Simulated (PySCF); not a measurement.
# Structure revision by computed shifts

A compound C$_{6}$H$_{8}$ gives the data below (simulated from a calculation) and was assigned the structure `C1=CCC=CC1`.

13C{1H} NMR (computed): δ 135.7 (CH, 2C), 133.9 (CH, 2C), 26.8 (CH2, 2C).

1H NMR (400 MHz, computed): δ 6.27 (m, 2H), 6.13 (m, 2H), 2.20 (m, 4H).

[PySCF: NMR shieldings at B97-2/pcSseg-2/GIAO; coordinates at the PBE0-D3(BJ)/def2-TZVP level; equivalent nuclei averaged; gas phase; one conformer; no relativistic terms]

References, each an isolated molecule treated in the same way: 1H (σ = 31.64 ppm), 13C (σ = 185.38 ppm) vs TMS.

Question: Compare with the shifts computed for the proposed structure, pairing carbons in order of shift.

Answer: Atom-mapped SMILES (the numbers label the heavy atoms): `[CH:1]1=[CH:2][CH2:3][CH:4]=[CH:5][CH2:6]1` (H(Xn): hydrogen on atom n).

| atom | computed for proposal | given list | difference |
| --- | --- | --- | --- |
| C1 | 133.9 | 135.7 | -1.8 |
| C2 | 133.9 | 135.7 | -1.8 |
| C4 | 133.9 | 133.9 | +0.0 |
| C5 | 133.9 | 133.9 | +0.0 |
| C3 | 31.2 | 26.8 | +4.4 |
| C6 | 31.2 | 26.8 | +4.4 |

The rms difference is 2.7 ppm and the largest +4.4 ppm at C3 (allylic sp3 CH2). The proposal also would give 2 carbon signals, not 3. The proposal doesn't fit.

Question: Which isomer fits?

Answer: `InChI=1S/C6H8/c1-2-4-6-5-3-1/h1-4H,5-6H2`.

1. Carbon types of the structure: 4 × CH, 2 × CH2, which accounts for all hydrogens.
2. δC 135.7, 133.9: alkene CH; as expected for a trigonal carbon in a double bond.
3. δC 26.8: allylic sp3 CH2; saturated and bonded to C and H only.
4. δH 6.27, 6.13: hydrogen on an alkene CH; attached to an sp2 carbon and in the plane of the double bond.
5. δH 2.20: hydrogen on an allylic sp3 CH2; allylic position.

The data come from this structure; uniqueness wasn't tested.

Shifts are as computed. Against solution values, carbons near 30 ppm lie about +3 ppm off and those near 130 ppm about +7 ppm. Of 1211 compounds with measured shifts, 218 miss one by over three times the rms of a fit or turn the order of signals round; such compounds aren't used in these exercises. Multiplicities follow the n + 1 count of equivalent neighbours, as no J values were calculated; m marks all less simple cases, F and P coupling included.
